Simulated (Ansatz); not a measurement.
The system is C.

```
C
1.0
     0.00000    1.78337    1.78337
     1.78337    0.00000    1.78337
     1.78337    1.78337    0.00000
C
2
Cartesian
  2.6751 2.6751 2.6751
  1.7834 1.7834 1.7834
```

This isn't the form of C at room conditions, which is graphite.

Base run:

```yaml
Program: Ansatz 0.2.0
Functional: PBE
Potentials_or_basis: SPMS NC
Cutoff: "1034 eV (not typed: the program's choice for these potentials)"
k_mesh: 13 × 13 × 13
Occupations: fermi-dirac, width 0.05 eV
Spin: no spin polarisation
```

Its results: band gap on the k mesh 4.20 eV, indirect (least direct gap 5.63 eV); pressure 2.3 GPa.

**Question.** The run is repeated on the same cell with these changes: potentials or basis from SPMS NC to Ansatz PAW polarizable; cutoff from 1034 eV (not typed: the program's choice for these potentials) to 420 eV (not typed: the program's choice for these potentials). What comes out?

**Answer.** Band gap on the k mesh 4.15 eV, indirect (least direct gap 5.59 eV); pressure 1.8 GPa.
